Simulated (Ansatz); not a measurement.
Input and output of a field-response calculation (clamped ions) on BAs in the zincblende structure (Ansatz 0.2.0, r2SCAN). The geometry is the r2SCAN minimum.

Input file:
```yaml
crystal:
  lattice:
    - [0.0, 2.3918676044, 2.3918676044]
    - [2.3918676044, 0.0, 2.3918676044]
    - [2.3918676044, 2.3918676044, 0.0]
  atoms:
    - { symbol: B, position: [0.0, 0.0, 0.0] }
    - { symbol: As, position: [0.25, 0.25, 0.25] }
kpoints:
  mp_grid: { grid: [8, 8, 8] }
hamiltonian:
  xc: r2scan
scf:
  occupations: { method: fixed }
dielectric: {}
```

Command: `ansatz run input.yaml --threads 2 --pin off --max-ram 2211MiB --backend cpu --events-out ev --progress --plain --runs-dir out`.

Question: What wall time did it need on 2 threads of Arm Neoverse N1 (shared host), and how much host memory at the peak?

Answer: About 66 s, with a peak of 0.61 GiB.

What the program printed (shortened):
```
Functional definition: r2SCAN
Crystal: 2 atoms, lattice volume = 27.368 Å³
Basis set: ecut = 500 eV, 725 PW (Γ)
Bands: 13, of which v1, the nominal top of the filled ones, is band 9 counted from 1 (8 counted from 0)
Symmetry: 24 space group operations
k-points: 95 of 512 (irreducible under 4 space group operations, time reversal used)
preconditioner: auto → none  [insulator: Δε(μ)=1.355 eV  ℏωp=20.1 eV]
SCF converged after 8 iterations
Free energy (F): -5021.339592 eV
Fermi energy:    10.970699 eV
--- Band table (eV; the first three rows and the last of 95) ---
  k-point 0: bands = […, -25.6133, -25.6133, -5.1537, 10.9707, 10.9707, 10.9707, 14.4074, 14.4074, 14.4074, 16.0336]
  k-point 1: bands = […, -25.6132, -25.6132, -4.8854, 8.9033, 10.5048, 10.5048, 14.6165, 15.0227, 15.0227, 17.3533]
  k-point 2: bands = […, -25.6126, -25.6126, -4.1039, 5.7894, 9.7511, 9.7511, 14.2996, 15.8784, 15.8784, 19.4748]
  k-point 94: bands = […, -25.6163, -25.6098, -0.5493, 2.3855, 5.2604, 5.5603, 16.6710, 17.4104, 18.1587, 18.3558]
--- Dielectric response (ions clamped): 3 representative field directions + reference, inside a basis on a mesh of 512 k-points ---
  ε∞ (high-frequency dielectric tensor):
        9.317833     0.000000     0.000000
        0.000000     9.317833     0.000000
        0.000000     0.000000     9.317833
  Born effective charges Z* (e; rows j = field, columns β = displacement):
    site 0:
        -0.37194    0.00000    0.00000
         0.00000   -0.37194    0.00000
         0.00000    0.00000   -0.37194
    site 1:
         0.37194    0.00000    0.00000
         0.00000    0.37194    0.00000
         0.00000    0.00000    0.37194
  ε∞ is read to err by 3.2e-2, Z* by 1.5e-2 e
```

The rows of the band table are 0: (0, 0, 0) = Γ, 1: (0, 0, 1/8), 2: (0, 0, 1/4), 94: (-1/2, 1/4, -1/4) = W.

ε∞: 9.32 in all directions. Born charges, averaged over directions: B -0.37, As +0.37 e.

Spin-unpolarised throughout; all numbers are computed.

Spin-orbit coupling is left out.
